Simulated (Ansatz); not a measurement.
**Cu: changing the pressure**

The cell as given:

It takes space group Cmcm (No. 63, orthorhombic). The conventional cell has a = 2.437 Å, b = 7.953 Å, c = 2.475 Å, α = 90.00°, β = 90.00°, γ = 90.00°. Cu (site symmetry m2m) is surrounded by 10 Cu at 2.44 to 2.54 Å.

This isn't the form of Cu at room conditions, which is fcc.

Kept alike: task relaxation of cell and atoms; functional PBEsol; k mesh 11 × 11 × 11; occupations fermi-dirac, width 0.05 eV; no spin polarisation. Program: Ansatz, all-electron LAPW, scalar-relativistic. The mesh is that of the run's cell of 2 atoms. No spin-orbit coupling.

| pressure, P (GPa) | volume (Å³/atom) | first edge of the run's cell (Å) | third edge of the run's cell (Å) |
| --- | --- | --- | --- |
| 2 | 11.722 | 4.114 | 2.464 |
| 10 | 11.211 | 4.058 | 2.429 |
| 20 | 10.717 | 4.003 | 2.393 |
| 30 | 10.323 | 3.957 | 2.363 |

The relaxations keep at least the cell's symmetry (Cmcm). For a metal such a mesh leaves the last digits unconverged. The runs follow the start's structure, whether or not it is the stable one at these pressures.

The volume falls from 11.722 to 10.323 Å³/atom between 2 and 30 GPa. The volume falls ever more slowly, since the solid stiffens under load. The first edge of the run's cell falls from 4.114 to 3.957 Å between 2 and 30 GPa. The third edge of the run's cell falls from 2.464 to 2.363 Å between 2 and 30 GPa.
